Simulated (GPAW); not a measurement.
Wanted: an ASE script for a GPAW 26.7.0 run.

| Property | Result |
| --- | --- |
| Task | dielectric tensor |
| Functional | LDA |
| Potentials or basis | the program's PAW data sets (release 1.2.1) made for this functional |
| Cutoff | 600 eV |
| Basis | pw |
| k mesh | 8 × 8 × 8 |
| Occupations | fermi-dirac, width 0.001 eV |
| Spin | no spin polarisation |
| Response ecut | 80 eV |
| Maxiter | 150 |
| Response k mesh | 19 × 19 × 19 |
| Response bands | 41 |
| Kernels | ["RPA", "ALDA_X", "ALDA"] |
| Coarser k mesh | 14 × 14 × 14 |

The system is MgO2.

```xyz
3
Lattice="1.6048 0.9265 3.4940 -1.6048 0.9265 3.4940 0.0000 -1.8530 3.4940" Properties=species:S:1:pos:R:3 pbc="T T T"
Mg    0.0000    0.0000    0.0000
O     0.0000    0.0000    5.9874
O     0.0000    0.0000    4.4945
```

The cell comes from a database or a generator and needn't be the stable form of this composition.

One way to write it, as run:

run.py

```python
import numpy as np
from ase import Atoms
from ase.dft.bandgap import bandgap
from ase.io import write
from gpaw import GPAW, PW
from gpaw.response.df import DielectricFunction

atoms = Atoms(['Mg', 'O', 'O'],
              cell=[[1.604761016, 0.9265092046, 3.4939788749],
                    [-1.604761016, 0.9265092046, 3.4939788749],
                    [0.0, -1.8530184092, 3.4939788749]],
              scaled_positions=[[0.0, 0.0, 0.0],
                                [0.571214, 0.571214, 0.571214],
                                [0.428786, 0.428786, 0.428786]],
              pbc=True)

calc = GPAW(mode=PW(600),
            xc='LDA',
            kpts={'size': (8, 8, 8), 'gamma': True},
            occupations={'name': 'fermi-dirac', 'width': 0.001},
            nbands=21,
            convergence={'density': 1e-06},
            maxiter=150,
            txt='gpaw.txt')
atoms.calc = calc
energy = atoms.get_potential_energy()
calc.write('gs.gpw')
write('result.traj', atoms)
print(f'Energy: {energy:.6f} eV')
print('Fermi level:', round(calc.get_fermi_level(), 4), 'eV')
print(f'Gap: {bandgap(calc)[0]:.4f} eV, direct: {bandgap(calc, direct=True)[0]:.4f} eV')

for size in [(14, 14, 14), (19, 19, 19)]:
    name = 'x'.join(str(n) for n in size)
    dense = calc.fixed_density(kpts={'size': size, 'gamma': True},
                               nbands=47, convergence={'bands': 41, 'eigenstates': 1e-7},
                               update_fermi_level=True, txt=f'dense-{name}.txt')
    dense.write(f'{name}.gpw', mode='all')
    df = DielectricFunction(f'{name}.gpw', frequencies=np.array([0.0]), hilbert=False, eta=0.001,
                            ecut=80, nbands=41, intraband=False, txt=f'df-{name}.txt')
    for xc in ['RPA', 'ALDA_X', 'ALDA']:
        for direction in ['x', 'y', 'z', [0, 1, 1], [1, 0, 1], [1, 1, 0]]:
            e0, e = df.get_macroscopic_dielectric_constant(xc=xc, direction=direction)
            print(f'{name} {xc} {direction}: {e0:.4f} without, {e:.4f} with local fields')
```

Potentials or basis: the program's PAW data sets (release 1.2.1) made for this functional, pw.

The run is started by

```console
$ OMP_NUM_THREADS=1 python run.py
```

It gave:

* Band gap on the k mesh: 2.20 eV, direct
* Electronic dielectric tensor (diagonal): 2.75, 2.75, 4.10

Caveat: the long-wavelength limit can be off by a per cent or two; an odd mesh through Γ misses points on the zone boundary, where band edges often lie.

It took 27 min on 1 thread of AMD EPYC 7R43 64-Core Processor (Zen 3), with other jobs on the host, peak memory 1.5 GiB.
